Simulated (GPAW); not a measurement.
Runs of GPAW 26.7.0 on MnS. The structure is cubic, space group Fm-3m (No. 225). The conventional cell has a = 5.209 Å, b = 5.209 Å, c = 5.209 Å, α = 90.00°, β = 90.00°, γ = 90.00°. Around Mn (site symmetry m-3m) lie 6 S at 2.60 Å. S (site symmetry m-3m) has 6 Mn at 2.60 Å as nearest neighbours. 

```tsv
task	level	potentials or basis	U	k mesh	cutoff (eV)	maxiter	convergence	band path	band points	data set	gap on the mesh (eV)	pressure (GPa)	moment (μB)
single point	PBE	GPAW PAW data sets (gpaw-data 1.2.1), pw	-	7 × 7 × 7	500	120	default	-	-	-	none	-3.3	4.67
band structure	PBE+U	GPAW PAW data sets (gpaw-data 1.2.1), pw	Mn d U = 5.3 eV	7 × 7 × 7	600	150	-	GXWKGLUWLK,UX	80	-	1.24	(a)	(b)
band structure	PBE	GPAW PAW data sets (gpaw-data 1.2.1), newer versions, pw	-	7 × 7 × 7	600	150	-	GXWKGLUWLK,UX	100	Mn v3, S v3	-	-4.1	4.70
band structure	PBE	GPAW PAW data sets (gpaw-data 1.2.1), pw	-	7 × 7 × 7	600	150	-	GXWKGLUWLK,UX	60	-	-	-3.3	4.67
```

Alike in all rows: spin collinear, ferromagnetic start; cell as given; smearing fermi-dirac 0.05 eV.

Problem. Fill in the values left out.

Solution. (a) 6.2; (b) 5.00.

Caveats: a cell with one magnetic atom can't hold antiferromagnetic order, which such compounds often take; semilocal functionals often make such compounds metallic where correlation or magnetic order opens a gap, which also shifts bond lengths (some runs); the cutoff is short for stress and forces, so pressures can be off by a GPa or more (some runs); the mesh misses the band edges, which the band path finds closer together (some runs).

A gap of «none» marks a metal or a gap under the smearing width.
